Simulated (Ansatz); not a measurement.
Space group Fm-3m (No. 225). a = 3.463 Å, b = 3.463 Å, c = 3.463 Å, α = 90.00°, β = 90.00°, γ = 90.00°
```csv
atom,site,symmetry,x,y,z
Ni,4a,m-3m,0.0000,0.0000,0.0000
```

Equation of state of this Ni structure (not necessarily the ground state), with shape and atoms relaxed at each volume where symmetry leaves them free. It has no gap at any of these volumes. These are results of DFT PBEsol, scalar-relativistic, plane waves, PAW in Ansatz, not measurements.

Plane waves to 420 eV, a k mesh through Γ of 20×20×20 on the computed 1-atom cell and Gaussian smearing (0.10 eV); collinear spin.

```tsv
V (Å³/atom)	E − E(largest V) (meV/atom)	P (GPa)
9.761	5.80	16.64
10.072	-17.34	7.59
10.384	-24.37	0.00
10.695	-17.86	-6.37
11.007	0.00	-11.70
```

Fit a third-order Birch–Murnaghan equation to E(V).

V0 = 10.38 Å³/atom, B0 = 232 GPa, B0' = 4.8.